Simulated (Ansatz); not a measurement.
AlRu:

```
CELL_PARAMETERS angstrom
2.99160 0.00000 0.00000
0.00000 2.99160 0.00000
0.00000 0.00000 2.99160
ATOMIC_POSITIONS crystal
Ru 0.50000 0.50000 0.50000
Al 0.00000 0.00000 0.00000
```

* Program: Ansatz 0.2.0
* Task: relaxation of cell and atoms
* Functional: revPBE
* Potentials or basis: Ansatz PAW
* Cutoff: 420 eV (not typed: the program's choice for these potentials)
* k mesh: 9 × 9 × 9
* Occupations: fermi-dirac, width 0.05 eV
* Spin: no spin polarisation

At the start: volume 13.39 Å³/atom.

How do energy, volume and symmetry change on relaxing?

It ends after 4 steps and the volume is 13.73 Å³/atom (+2.6 %); space group Pm-3m (No. 221, to 0.05 Å).

The path:
```
step  energy change (eV)  largest force (eV/Å)  volume (Å³)
   1              0.0000                0.0000        26.77
   2             -0.0098                0.0000        27.61
   3             -0.0104                0.0000        27.46
   4             -0.0108                0.0000        27.46
```

Final structure:
```cif
data_structure
_symmetry_space_group_name_H-M 'P 1'
_symmetry_Int_Tables_number 1
_cell_length_a 3.0169
_cell_length_b 3.0169
_cell_length_c 3.0169
_cell_angle_alpha 90.000
_cell_angle_beta 90.000
_cell_angle_gamma 90.000
_cell_volume 27.46
loop_
_atom_site_label
_atom_site_type_symbol
_atom_site_fract_x
_atom_site_fract_y
_atom_site_fract_z
_atom_site_occupancy
Ru1 Ru 0.50000 0.50000 0.50000 1
Al1 Al 0.00000 0.00000 0.00000 1
```

Caveat: the plane-wave basis is chosen anew once the cell has moved, so the energies of steps on either side of that aren't comparable; the PAW data sets come from PBE, with cores solved anew for the run's functional, which leaves a small shift of forces and pressure.
